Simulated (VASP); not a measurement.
# RbBr (zincblende), PBE relaxation of cell and atoms: VASP's output and Ansatz's

POSCAR

```
Rb Br
 1.0000000000000000
     0.0000000000000000    3.7035865067999998    3.7035865067999998
     3.7035865067999998    0.0000000000000000    3.7035865067999998
     3.7035865067999998    3.7035865067999998    0.0000000000000000
 Rb  Br
   1   1
Cartesian
  0.0000000000000000  0.0000000000000000  0.0000000000000000
  1.8517932533999999  1.8517932533999999  1.8517932533999999
```

VASP ran with the recommended PBE PAW datasets (16 valence electrons in the cell).

From OUTCAR

```
k-points           NKPTS =     16   k-points in BZ     NKDIM =     16   number of bands    NBANDS=     15

   NELECT =      16.0000    total number of electrons

   dimension x,y,z NGX =    48 NGY =   48 NGZ =   48
   dimension x,y,z NGXF=    96 NGYF=   96 NGZF=   96

  energy-cutoff  :      600.00
  volume of cell :      118.52
      direct lattice vectors                 reciprocal lattice vectors
     0.000000000  3.898696526  3.898696526    -0.128247992  0.128247992  0.128247992
     3.898696526  0.000000000  3.898696526     0.128247992 -0.128247992  0.128247992
     3.898696526  3.898696526  0.000000000     0.128247992  0.128247992 -0.128247992

 k-points in reciprocal lattice and weights: KPOINTS created by Atomic Simulation Env
   0.00000000  0.00000000  0.00000000       0.005
   0.16666667  0.00000000  0.00000000       0.037
   0.33333333  0.00000000  0.00000000       0.037
   0.50000000  0.00000000  0.00000000       0.019
   0.16666667  0.16666667  0.00000000       0.028
   0.33333333  0.16666667  0.00000000       0.111
   0.50000000  0.16666667  0.00000000       0.111
  -0.33333333  0.16666667  0.00000000       0.111
   ...

 E-fermi :  -2.5584

 k-point     1 :       0.0000    0.0000    0.0000
  band No.  band energies     occupation
      1     -27.7746      2.00000
      2     -14.9930      2.00000
      3     -11.8774      2.00000
      4     -11.8774      2.00000
      5     -11.8774      2.00000
      6      -3.2088      2.00000
      7      -3.2088      2.00000
      8      -3.2088      2.00000
      9       0.9129      0.00000
     10       4.9910      0.00000
     11       4.9910      0.00000
     12       5.9236      0.00000
     13       5.9236      0.00000
     14       5.9236      0.00000
     15       6.8893      0.00000

 k-point     2 :       0.1667    0.0000    0.0000
  band No.  band energies     occupation
      1     -27.7742      2.00000
      2     -15.0032      2.00000
      3     -11.8802      2.00000
      4     -11.8802      2.00000
      5     -11.8662      2.00000
      6      -3.2770      2.00000
      7      -3.1979      2.00000
      8      -3.1979      2.00000
      9       1.2954      0.00000
     10       4.7442      0.00000
     11       4.7442      0.00000
     12       5.5501      0.00000
     13       6.0907      0.00000
     14       6.3620      0.00000
     15       6.3620      0.00000

 k-point     3 :       0.3333    0.0000    0.0000
  band No.  band energies     occupation
      1     -27.7732      2.00000
      2     -15.0231      2.00000
      3     -11.8857      2.00000
      4     -11.8857      2.00000
      5     -11.8446      2.00000
      6      -3.3793      2.00000
      7      -3.1770      2.00000
      8      -3.1770      2.00000
      9       2.1824      0.00000
     10       4.3334      0.00000
     11       4.6078      0.00000
     12       4.6078      0.00000
     13       5.9480      0.00000
     14       6.2219      0.00000
     15       6.2219      0.00000

 k-point     4 :       0.5000    0.0000    0.0000
  band No.  band energies     occupation
      1     -27.7728      2.00000
      2     -15.0329      2.00000
      3     -11.8884      2.00000
      4     -11.8884      2.00000
      5     -11.8343      2.00000
      6      -3.4167      2.00000
      7      -3.1669      2.00000
      8      -3.1669      2.00000
      9       3.0745      0.00000
     10       3.3049      0.00000
     11       4.6342      0.00000
     12       4.6342      0.00000
     13       5.9955      0.00000
     14       5.9955      0.00000
     15       6.4655      0.00000

 k-point     5 :       0.1667    0.1667    0.0000
  band No.  band energies     occupation
      1     -27.7740      2.00000
      2     -15.0065      2.00000
      3     -11.8841      2.00000
      4     -11.8841      2.00000
      5     -11.8564      2.00000
      6      -3.3056      2.00000
      7      -3.1902      2.00000
      8      -3.1902      2.00000
      9       1.4248      0.00000
     10       4.1930      0.00000
     11       5.2079      0.00000
     12       5.8683      0.00000
     13       6.1537      0.00000
     14       6.1537      0.00000
     15       6.4836      0.00000

 k-point     6 :       0.3333    0.1667    0.0000
  band No.  band energies     occupation
      1     -27.7732      2.00000
      2     -15.0231      2.00000
      3     -11.8928      2.00000
      4     -11.8901      2.00000
      5     -11.8327      2.00000
      6      -3.3798      2.00000
      7      -3.1850      2.00000
      8      -3.1700      2.00000
      9       2.1359      0.00000
     10       3.8517      0.00000
     11       4.9066      0.00000
     12       5.1419      0.00000
     13       6.0742      0.00000
     14       6.1942      0.00000
     15       6.4894      0.00000

 ...

  Total       -0.0002088     -0.0002088     -0.0002088      0.0000000     -0.0000000     -0.0000000
  in kB       -0.0028229     -0.0028229     -0.0028229      0.0000000     -0.0000000     -0.0000000
  external PRESSURE =      -0.0028229 kB  Pullay stress =       0.0000000 kB

 POSITION                                       TOTAL-FORCE (eV/Angst)
 -----------------------------------------------------------------------------------
      0.00000      0.00000      0.00000        -0.000000      0.000000      0.000000
      1.94935      1.94935      1.94935         0.000000     -0.000000     -0.000000
 -----------------------------------------------------------------------------------
    total drift:                                0.000000      0.000000      0.000000

  FREE ENERGIE OF THE ION-ELECTRON SYSTEM (eV)
  ---------------------------------------------------
  free  energy   TOTEN  =        -5.9289848320 eV

  energy  without entropy=       -5.9289848320  energy(sigma->0) =       -5.92898483
```

Each program uses its own PAW datasets. VASP's cell holds 16 valence electrons and Ansatz's 16.

**Question.** What does Ansatz give for the same cell and level of theory?

**Answer.** relaxed cell vector lengths 5.505, 5.505, 5.505 Å; relaxed cell volume 117.99 Å³.

Ansatz printed

```
basis re-selected at this cell: Δ(F+E_penalty+E_count) = -2.164e-4 eV, ΔP = -0.000 GPa vs the last step (what re-selecting the basis moved, of the pressure what is left beyond the Pulay correction that the steps carried, after the strain that the cell walked since its last selection, with what the two solves' SCF thresholds leave and, on support functions, any second-order correction that the steps lacked; it is no measure of the basis error at this ecutwfc). The dense FFT grid was sized anew with the basis: this SCF ran on 40×40×40 points, the steps before it on 36×36×36, so part of this shift can come from that change (see relax.cell in the input reference). This SCF's stress stands 2.06e-2 GPa from its target on what of the cell is left free (relax.cell.stress_tol is 5.00e-2 GPa) and its largest allowed force component is 8.27e-17 eV/Å (relax.f_tol is 5.00e-3 eV/Å): within both
SCF converged after 5 iterations
Free energy (F): -6053.883863 eV
Harris-Foulkes:  -6053.883863 eV  (|F-HF|=1.27e-11)
Internal energy: -6053.883863 eV  (E = F + TS)
E sigma→0 (E₀):  -6053.883863 eV
Fermi energy:    0.977371 eV
--- Per-component energies (eV) ---
  E_band       = -143.657336
  E_kinetic    = 326.485589
  E_local      = -1013.651008  (includes V_loc(G=0)·N_el)
  E_nonlocal   = 243.239875
  E_hartree    = 295.084909
  E_xc         = -395.868829
  E_vxc        = -241.411488  (∫ρ·V_xc dr)
  E_paw        = -4864.555417  (= ΣΔE_a)
  E_vpaw       = -48.490143  (= ΣTr[D̂ρ^β])
  E_aug_tail   = -0.000001  (compensation charges beyond the density's cutoff)
  E_ewald      = -644.618982
  E_smearing   = -0.000000  (= −TS)
  E_closure    = 0.000000  (closes the sum)
  Σ components = -6053.883863   (vs F -6053.883863, Δ=0.00e0)
--- Forces (eV/Å), atoms counted from 1 ---
  atom   1  Rb     0.00000000    -0.00000000    -0.00000000
  atom   2  Br    -0.00000000     0.00000000     0.00000000
  max |Σ_I F_I| component: 7.05e-17 eV/Å
--- Stress (GPa, compression-positive) ---
        0.020634      -0.000000      -0.000000
       -0.000000       0.020634       0.000000
       -0.000000       0.000000       0.020634
  P = ⅓ Tr σ = 0.0206 GPa (0.206 kbar)
--- Relaxed structure (4 steps of the walk, 4 accepted, 1 SCFs on fresh bases) ---
  F+E_penalty+E_count = -6053.88386327 eV   max|allowed force component| = 8.269e-17 eV/Å   (the final SCF, on the basis selected at the relaxed cell)
  cell:  # Å, volume = 117.9876 Å³
    - [2.5731628766122726e-33, 3.8928605836447376, 3.8928605836447376]
    - [3.8928605836447376, -1.0190744065791194e-34, 3.8928605836447376]
    - [3.8928605836447376, 3.8928605836447376, 3.745098444178258e-33]
  atoms:
    - { symbol: Rb, position: [-6.1535408898207774e-34, -2.2534093399343676e-34, 2.218741503935378e-33] }
    - { symbol: Br, position: [0.25, 0.25, 0.25] }
```
